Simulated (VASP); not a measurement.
Here is a VASP 6.6.1 calculation.

The input INCAR:

```
ALGO = Fast
EDIFF = 1E-7
ENCUT = 520
GGA = PE
ISIF = 2
ISMEAR = -1
LASPH = T
LCHARG = T
LELF = T
LREAL = F
LVHAR = T
LWAVE = F
NBANDS = 11
NELM = 100
PREC = Accurate
SIGMA = 0.02
```

KPOINTS

```
k-points
0
Gamma
  6 6 6
```

The input POSCAR:

```
BeS
1.0
    2.9413850451      0.0000000000      0.0000000000
    0.0000000000      2.9413850451      0.0000000000
    0.0000000000      0.0000000000      2.9413850451
Be S
1 1
Direct
    0.0000000000      0.0000000000      0.0000000000
    0.5000000000      0.5000000000      0.5000000000
```

Potentials or basis: VASP PAW PBE potentials, release 64 (Be, S).

Command:

```bash
$ cat potpaw_PBE.64/Be/POTCAR potpaw_PBE.64/S/POTCAR > POTCAR
$ mpirun -np 1 vasp_std > vasp.out
```

Predict the band gap on the k mesh.

none (metal or under the smearing width).

What does it give for the pressure?

-2.3 GPa.
